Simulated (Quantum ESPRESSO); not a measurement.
**TiTe in Quantum ESPRESSO: the effect of Hubbard term**

Crystal: TiTe.

```
CELL_PARAMETERS angstrom
0.00000 3.05007 3.05007
6.10013 3.05007 3.05007
0.00000 3.05007 -3.05007
ATOMIC_POSITIONS crystal
Ti 0.50000 0.50000 0.00000
Te 0.00000 0.00000 0.00000
Ti 0.50000 0.00000 0.50000
Te 0.00000 0.50000 0.50000
```

The cell comes from a database or a generator and needn't be the stable form of this composition.

Alike in all runs:

* Program: Quantum ESPRESSO 7.5
* Task: single point
* Functional: LDA
* Potentials or basis: PseudoDojo 0.4.1 SR LDA stringent
* Cutoff: 1170 eV
* Density cutoff: 4680 eV
* k mesh: 3 × 3 × 3
* Occupations: gaussian, width 0.05 eV
* Spin: collinear spin, antiferromagnetic start
* Starting moments: [2.0, 0.0, -2.0, -0.0] μB
* Hubbard projectors: atomic
* Double: 5
* Start of the occupations: atomic
* Moments locked: none
* Magnetic state asked for: afm_doubled
* Form of the LDA correlation: PW92

```csv
Hubbard term,gap on the mesh (eV),pressure (GPa)
Ti d U = 3 eV,0.67,-6.7
Ti d U = 4 eV,?,?
Ti d U = 5 eV,1.23,-3.4
Ti d U = 6 eV,1.37,-1.7
```

Task: What does the run with Hubbard term Ti d U = 4 eV give?

Result: gap on the mesh 1.03 eV; pressure -5.0 GPa.

Worked out: A straight line through the other rows of the gap on the mesh, of slope 0.24 eV per eV, gives 0.93 eV, against the run's 1.03. The fit is too stiff a form for this range. A straight line through the other rows of the pressure, of slope 1.66 GPa per eV, gives -5.0 GPa, against the run's -5.0.

Caveats: all runs use coarse meshes; spin-orbit coupling is left out, which moves the levels of the heavy elements; an odd mesh through Γ misses points on the zone boundary, where band edges often lie; the U is typed as a test and isn't derived for this compound.

A gap of «none» marks a metal or a gap under the smearing width.
